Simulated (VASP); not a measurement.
**K: relaxation of the atoms with PBE**

Slab: K, a slab with vacuum.

```xyz
3
Lattice="4.7251 0.0000 0.0000 -2.2094 4.1768 0.0000 0.0000 0.0000 22.8118" Properties=species:S:1:pos:R:3 pbc="T T T"
K    -0.9654    3.4275    7.5000
K     3.4812    0.7493   11.4059
K    -0.9654    3.4275   15.3118
```

The slab is cut from a database's or a generator's crystal, which needn't be the stable form of the element.

| Quantity | Value |
| --- | --- |
| Program | VASP 6.6.1 |
| Task | relaxation of the atoms |
| Functional | PBE |
| Potentials or basis | VASP PAW PBE potentials, release 64 (K_sv) |
| Cutoff | 520 eV |
| k mesh | 7 × 7 × 1 |
| Occupations | fermi-dirac, width 0.05 eV |
| Spin | no spin polarisation |
| Dipole correction | yes |
| Atoms held fixed (from 0) | [0] |
| Further INCAR settings | ALGO = Normal; EDIFF = 1e-06; IBRION = 2; EDIFFG = -0.01; NSW = 60 |

| Item | Value |
| --- | --- |
| Energy gained by relaxing | 1.3 meV/atom |
| Ionic steps | 10 |
| Band gap on the k mesh | none (metal or under the smearing width) |

Step by step:
```tsv
step	energy change (eV)	largest force (eV/Å)	pressure (GPa)
1	0.0000	0.0311	-0.10
2	0.0000	0.0310	-0.10
3	-0.0002	0.0311	-0.10
4	-0.0004	0.0304	-0.10
5	-0.0009	0.0301	-0.10
6	-0.0017	0.0300	-0.09
7	-0.0023	0.0295	-0.08
8	-0.0027	0.0262	-0.08
9	-0.0037	0.0150	-0.07
10	-0.0040	0.0092	-0.06
```

Final structure:
```cif
data_structure
_symmetry_space_group_name_H-M 'P 1'
_symmetry_Int_Tables_number 1
_cell_length_a 4.7251
_cell_length_b 4.7251
_cell_length_c 22.8118
_cell_angle_alpha 90.000
_cell_angle_beta 90.000
_cell_angle_gamma 117.877
_cell_volume 450.21
loop_
_atom_site_label
_atom_site_type_symbol
_atom_site_fract_x
_atom_site_fract_y
_atom_site_fract_z
_atom_site_occupancy
K1 K 0.17939 0.82061 0.32878 1
K2 K 0.82392 0.17608 0.49283 1
K3 K 0.17770 0.82230 0.65828 1
```

Levels at points of the mesh, in eV from the Fermi level:
```
           k point  band 11  band 12  band 13  band 14  band 15  band 16  band 17
(0.00, 0.00, 0.00)   -15.64   -15.63    -1.97    -1.39    -0.49     0.63     1.32
```

Run time: 17 min on 1 thread of Intel(R) Xeon(R) Platinum 8488C (Sapphire Rapids), on a shared host, peak memory 0.59 GiB.
